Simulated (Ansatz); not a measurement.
Crystal: CsPbCl3.

```xyz
5
Lattice="5.6050 0.0000 0.0000 0.0000 5.6050 0.0000 0.0000 0.0000 5.6050" Properties=species:S:1:pos:R:3 pbc="T T T"
Pb    2.8025    2.8025    2.8025
Cs    0.0000    0.0000    0.0000
Cl    2.8025    0.0000    2.8025
Cl    0.0000    2.8025    2.8025
Cl    2.8025    2.8025    0.0000
```

```yaml
Program: Ansatz 0.2.0
Task: relaxation of cell and atoms
Functional: LDA
Potentials_or_basis: Ansatz PAW
Cutoff: "420 eV (not typed: the program's choice for these potentials)"
k_mesh: 5 × 5 × 5
Occupations: fermi-dirac, width 0.05 eV
Spin: no spin polarisation
```

At the start: volume 35.22 Å³/atom.

Question: Where does the relaxation end?

Answer: It ends after 4 steps and the volume is 33.54 Å³/atom (-4.8 %); space group Pm-3m (No. 221, to 0.05 Å).

Step by step:
| step | energy change (eV) | largest force (eV/Å) | volume (Å³) |
| --- | --- | --- | --- |
| 1 | 0.0000 | 0.0000 | 176.09 |
| 2 | -0.0299 | 0.0000 | 170.54 |
| 3 | -0.0336 | 0.0000 | 167.68 |
| 4 | -0.0333 | 0.0000 | 167.68 |

Final structure:
```
Pb Cs Cl
1.0
     5.51432    0.00000    0.00000
     0.00000    5.51432    0.00000
     0.00000    0.00000    5.51432
Pb Cs Cl
1 1 3
Direct
  0.50000 0.50000 0.50000
  0.00000 0.00000 0.00000
  0.50000 0.00000 0.50000
  0.00000 0.50000 0.50000
  0.50000 0.50000 0.00000
```

Caveat: the plane-wave basis is chosen anew once the cell has moved, so the energies of steps on either side of that aren't comparable; the PAW data sets come from PBE, with cores solved anew for the run's functional, which leaves a small shift of forces and pressure.
